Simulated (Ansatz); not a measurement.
## As in Ansatz: the effect of functional

The system is As.

```
As
1.0
     1.91768    1.10718    3.58298
    -1.91768    1.10718    3.58298
     0.00000   -2.21435    3.58298
As
2
Direct
  0.22600 0.22600 0.22600
  0.77400 0.77400 0.77400
```

The cell isn't the ideal one: volume scaled by 1.06.

Alike in all runs:

```yaml
Program: Ansatz 0.2.0
Task: single point
Potentials_or_basis: Ansatz PAW
k_mesh: 9 × 9 × 9
Occupations: fermi-dirac, width 0.05 eV
Spin: no spin polarisation
```

```tsv
functional	cutoff	pressure (GPa)
LDA	420 eV (not typed: the program's choice for these potentials)	-5.2
PBEsol	420 eV (not typed: the program's choice for these potentials)	-3.8
r2SCAN	500 eV (not typed: the program's choice for these potentials)	?
```

Question: What does the run with functional r2SCAN give?

Answer: Pressure -2.3 GPa.

Caveats: the PAW data sets come from PBE, with cores solved anew for the run's functional, which leaves a small shift of forces and pressure.
